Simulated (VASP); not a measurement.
# TiH (Fm-3m) in VASP: further runs, part 2 of 2

VASP 6.6.1. The steps go on from the part before.

## 3. Single point, PBEsol (strain along c alone, the other axes held, atoms relaxed: -1.5 %)

INCAR

```
  PREC = Accurate
  ENCUT = 520
  EDIFF = 1E-7
  ISMEAR = 0
  SIGMA = 0.1
  LREAL = F
  LASPH = T
  NELM = 100
  ALGO = Fast
  ISIF = 2
  LWAVE = F
  LCHARG = T
  GGA = PS
  LELF = T
  LVHAR = T
  NBANDS = 21
```

KPOINTS

```
regular mesh
0
Gamma
  14 14 10
```

POSCAR

```
TiH
1.0
    2.0718452978      2.0718452978      0.0000000000
   -2.0718452978      2.0718452978      0.0000000000
    0.0000000000      0.0000000000      4.0815352366
Ti H
2 2
Direct
    0.0000000000      0.0000000000      0.0000000000
    0.5000000000      0.5000000000      0.5000000000
    0.5000000000      0.5000000000      0.0000000000
    0.0000000000      0.0000000000      0.5000000000
```

Potentials or basis: VASP PAW PBE potentials, release 64 (Ti_sv, H).

Launch:

```console
$ cat potpaw_PBE.64/Ti_sv/POTCAR potpaw_PBE.64/H/POTCAR > POTCAR
$ mpirun -np 1 vasp_std > vasp.out
```

OUTCAR:

```text
PREC = Accurate
   ENCUT = 520
   EDIFF = 1E-7
   ISMEAR = 0
   LREAL = F
   LASPH = T
   NELM = 100
   ISIF = 2
   GGA = PS

 ion  position               nearest neighbor table
   1  0.000  0.000  0.000-   2 2.91   2 2.91   2 2.91   2 2.91   2 2.91   2 2.91   2 2.91   2 2.91

   2  0.500  0.500  0.500-   1 2.91   1 2.91   1 2.91   1 2.91   1 2.91   1 2.91   1 2.91   1 2.91

   3  0.500  0.500  0.000-
   4  0.000  0.000  0.500-
[... 796 lines left out ...]

  FORCE on cell =-STRESS in cart. coord.  units (eV):
  Direction    XX          YY          ZZ          XY          YZ          ZX
  --------------------------------------------------------------------------------------
  -------------------------------------------------------------------------------------
  Total        0.4578604      0.4578604      0.5317706      0.0000000     -0.0000000      0.0000000
  in kB       20.9351201     20.9351201     24.3145783      0.0000000     -0.0000000      0.0000000
  external PRESSURE =      22.0616061 kB  Pullay stress =       0.0000000 kB

 VOLUME and BASIS-vectors are now :
 -----------------------------------------------------------------------------
  energy-cutoff  :      520.00
  volume of cell :       35.04
      direct lattice vectors                 reciprocal lattice vectors
     2.071845298  2.071845298  0.000000000     0.241330760  0.241330760  0.000000000
    -2.071845298  2.071845298  0.000000000    -0.241330760  0.241330760  0.000000000
     0.000000000  0.000000000  4.081535237     0.000000000  0.000000000  0.245005848

 POSITION                                       TOTAL-FORCE (eV/Angst)
 -----------------------------------------------------------------------------------
      0.00000      0.00000      0.00000         0.000000     -0.000000      0.000000
      0.00000      2.07185      2.04077        -0.000000      0.000000     -0.000000
      0.00000      2.07185      0.00000         0.000000     -0.000000      0.000000
      0.00000      0.00000      2.04077         0.000000     -0.000000      0.000000
 -----------------------------------------------------------------------------------
    total drift:                               -0.000000      0.000000     -0.000000

  FREE ENERGIE OF THE ION-ELECTRON SYSTEM (eV)
  ---------------------------------------------------
  free  energy   TOTEN  =       -24.8546786439 eV

  energy  without entropy=      -24.8348905771  energy(sigma->0) =      -24.84478461
```

OSZICAR:

```text
N       E                     dE             d eps       ncg     rms          rms(c)
DAV:   1     0.271248616775E+03    0.27125E+03   -0.13259E+04  9080   0.153E+03
DAV:   2    -0.239398760389E+01   -0.27364E+03   -0.26750E+03  9277   0.436E+02
DAV:   3    -0.269917508581E+02   -0.24598E+02   -0.24147E+02 16277   0.117E+02
[... 31 lines left out ...]
RMM:  35    -0.248546781613E+02   -0.22140E-06   -0.24568E-06  9716   0.587E-03    0.605E-05
RMM:  36    -0.248546783240E+02   -0.16271E-06   -0.18021E-06  9596   0.531E-03    0.942E-05
RMM:  37    -0.248546784613E+02   -0.13729E-06   -0.15306E-06  9604   0.486E-03    0.114E-04
RMM:  38    -0.248546785603E+02   -0.99046E-07   -0.11277E-06  9322   0.439E-03    0.138E-04
RMM:  39    -0.248546786439E+02   -0.83542E-07   -0.96706E-07  9157   0.405E-03
   1 F= -.24854679E+02 E0= -.24844785E+02  d E =-.197881E-01
```

stdout:

```text
POSCAR found type information on POSCAR TiH
 POSCAR found :  2 types and       4 ions
 scaLAPACK will be used
 -----------------------------------------------------------------------------
[... 51 lines left out ...]
 num prob  num prob  num prob WARNING in EDDRMM: call to ZHEGV failed, returncode =   8  4      6
WARNING in EDDRMM: call to ZHEGV failed, returncode =   8  4      9
 num prob  num prob WARNING in EDDRMM: call to ZHEGV failed, returncode =   6  3     19
 num prob WARNING in EDDRMM: call to ZHEGV failed, returncode =   8  4     18
 num prob RMM:  32    -0.248546773056E+02   -0.44241E-06   -0.48613E-06 10580   0.837E-03    0.334E-04
 num prob  num prob  num prob  num prob  num prob  num prob  num prob  num prob  num prob  num prob  num prob  num prob  num prob
```

It took 3.7 min on 1 thread of Intel Xeon 6975P-C (Granite Rapids), shared host; peak memory 0.25 GiB.

What came out:

```yaml
Free_energy: -24.8547 eV
Pressure: 2.2 GPa
Band_gap_on_the_k_mesh: none (metal or under the smearing width)
```

Stress tensor (GPa, compression positive):
```
2.09 0.00 0.00
0.00 2.09 0.00
0.00 0.00 2.43
```

Caveat: the PAW data sets were made with another functional, which shifts forces and pressure a little.
